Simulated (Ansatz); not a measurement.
# Ga: response to strain

Ga is deformed so: zz strain of -1 %. What stress and forces result, by LAPW, PAW and all-electron datasets made for the crystal?

Program: Ansatz 0.2.0. Level of theory: DFT PBE, scalar-relativistic. These are calculated values, not measurements.

### 1 The structure to begin with

Symmetry: Cmcm, No. 63, orthorhombic system. The conventional cell has a = 2.900 Å, b = 8.130 Å, c = 3.170 Å, α = 90.00°, β = 90.00°, γ = 90.00°. Around Ga (site symmetry m2m) lie 8 Ga at 2.68 to 2.90 Å.

Coordinates:

```
Ga
1.0
     1.45000   -4.06500    0.00000
     1.45000    4.06500    0.00000
     0.00000    0.00000    3.17000
Ga
2
Direct
  0.86700 0.13300 0.25000
  0.13300 0.86700 0.75000
```

Atoms are numbered in the order of the input: Ga1, Ga2.

### 2 After the deformation

Space group Cmcm before, Cmcm after.

### 3 All-electron LAPW

input.yaml reads:

```yaml
crystal:
  lattice:
    - [1.45, -4.065, 0.0]
    - [1.45, 4.065, 0.0]
    - [0.0, 0.0, 3.1383]
  atoms:
    - { symbol: Ga, position: [0.867, 0.133, 0.25] }
    - { symbol: Ga, position: [0.133, 0.867, 0.75] }
kpoints:
  mp_grid: { grid: [12, 12, 10] }
  band_path:
    path:
      - [0.0, 0.0, 0.0]
      - [-0.5, 0.5, 0.0]
      - [-0.2818093587, 0.7181906413, 0.0]
      - [0.2818093587, 0.2818093587, 0.0]
      - [0.0, 0.0, 0.0]
      - [0.0, 0.0, 0.5]
      - [0.2818093587, 0.2818093587, 0.5]
      - [-0.2818093587, 0.7181906413, 0.5]
      - [-0.5, 0.5, 0.5]
    npoints: 5
scf:
  occupations: { method: fermi_dirac, width: 0.08 }
hamiltonian:
  xc: pbe
  pseudopotentials: { kind: all_electron, lapw: { basis_error: 0.001 } }
output:
  forces: true
  stress: true
  eigenvalues: true
```

The run is started by

```
$ ansatz run input.yaml --threads 1 --pin off --max-ram 3072MiB --backend cpu --events-out ev --progress --plain --runs-dir out
```

### 4 Frozen-core PAW

input.yaml reads:

```yaml
crystal:
  lattice:
    - [1.45, -4.065, 0.0]
    - [1.45, 4.065, 0.0]
    - [0.0, 0.0, 3.1383]
  atoms:
    - { symbol: Ga, position: [0.867, 0.133, 0.25] }
    - { symbol: Ga, position: [0.133, 0.867, 0.75] }
kpoints:
  mp_grid: { grid: [12, 12, 10] }
scf:
  occupations: { method: fermi_dirac, width: 0.08 }
hamiltonian:
  xc: pbe
  pseudopotentials: { kind: paw }
output:
  forces: true
  stress: true
  eigenvalues: true
  efg: { contact_densities: true }
```

### 5 All-electron PAW on datasets made for the crystal

Edit input.yaml of step 4 so:

```diff
@@ -14,3 +14,3 @@
   xc: pbe
-  pseudopotentials: { kind: paw }
+  pseudopotentials: { kind: all_electron, datasets: crystal }
 output:
```

(Steps that only read results are left out.)

Q: Predict the outcome of this session. Wanted: pressure; largest shear or deviatoric stress.

**Answer**, as computed:

```
                                 quantity                                           value
                                 pressure  LAPW 2.28, PAW 2.25, crystal datasets 2.28 GPa
largest shear or deviatoric stress (LAPW)                                        2.64 GPa
```

**Reading.** The largest part of the stress beyond the pressure is 2.64 GPa in size, in the xx component; the atoms are carried along and not relaxed. No run of the undeformed cell stands beside it, so the pressure holds what the given cell had before the change. PAW: stress within 0.03 GPa of LAPW, forces within 1 meV/Å. Crystal datasets: stress within 0.01 GPa of LAPW, forces within 1 meV/Å.
